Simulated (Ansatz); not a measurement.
# WS2 (Tungstenite): the cost of one run

Computed with Ansatz 0.2.0 (DFT, PBE, plane-wave PAW, default files, scalar-relativistic, unless a step's input says otherwise).

1 further run of the same task is left out (it didn't finish).

## Step 1: The starting structure

Symmetry: R3m, No. 160, trigonal system. The conventional cell has a = 3.158 Å, b = 3.158 Å, c = 18.490 Å, α = 90.00°, β = 90.00°, γ = 120.00°. Around W (site symmetry 3m) lie 6 S at 2.39 to 2.42 Å. Around S (site symmetry 3m) lie 3 W at 2.39 Å. S (site symmetry 3m) has 3 W at 2.42 Å as nearest neighbours.

As a file:

```xyz
3
Lattice="1.5790 0.9116 6.1633 -1.5790 0.9116 6.1633 0.0000 -1.8233 6.1633" Properties=species:S:1:pos:R:3 pbc="T T T"
W     0.0000    0.0000    0.0000
S     0.0000    0.0000    4.6170
S     0.0000    0.0000    7.7473
```

The earlier run gave: gap on the mesh 1.02 eV, largest force 0.610 eV/Å, pressure 4.6 GPa.

The printed gradients, by site:

```tsv
site	atoms	first shell	V_zz (10²¹ V/m²)	η	C_Q (MHz)
W	1	6 S at 2.39–2.42 Å	-17.32	0.00	–
S2	2	3 W at 2.39 Å; also 7 S at 3.13–3.16 Å	-4.93	0.00	8.27 (³³S)
S3	3	3 W at 2.42 Å; also 7 S at 3.13–3.16 Å	-4.15	0.00	6.96 (³³S)
```

V_zz is the principal component of the electric field gradient with the largest magnitude, η = (V_xx − V_yy)/V_zz and C_Q = eQV_zz/h. Quadrupole moments are those of Pyykkö's year-2017 table. A dash under C_Q marks elements without a common quadrupolar isotope.

## Step 2: Z stretched by -3 %, ions relaxed

Input file input.yaml:

```yaml
crystal:
  lattice:
    - [1.579, 0.9116360751, 5.9784333333]
    - [-1.579, 0.9116360751, 5.9784333333]
    - [0.0, -1.8232721501, 5.9784333333]
  atoms:
    - { symbol: W, position: [0.0006633804, 0.0006633804, 0.0006633804], spin: 2.0 }
    - { symbol: S, position: [0.2488641217, 0.2488641217, 0.2488641217] }
    - { symbol: S, position: [0.4191724979, 0.4191724979, 0.4191724979] }
magnetization:
  spin_polarized: true
kpoints:
  mp_grid: { grid: [16, 16, 16] }
scf:
  occupations: { method: fermi_dirac, width: 0.02 }
hamiltonian:
  xc: pbe
  pseudopotentials: { kind: paw }
output:
  forces: true
  stress: true
  populations: true
  efg: { quadrupole_moments_barn: { S: -0.0694 }, contact_densities: true }
relax:
  f_tol: 0.02
  max_steps: 60
```

Run with:

```
ansatz run input.yaml --threads 1 --pin off --max-ram 3072MiB --backend cpu --events-out ev --progress --plain --runs-dir out
```

**Question.** How long does this run take on 1 thread of Intel Xeon Platinum 8259CL at 2.50GHz (Skylake/Cascade Lake), shared host, and how much memory does it need?

About 4.2 min, with a peak of 1.2 GiB.
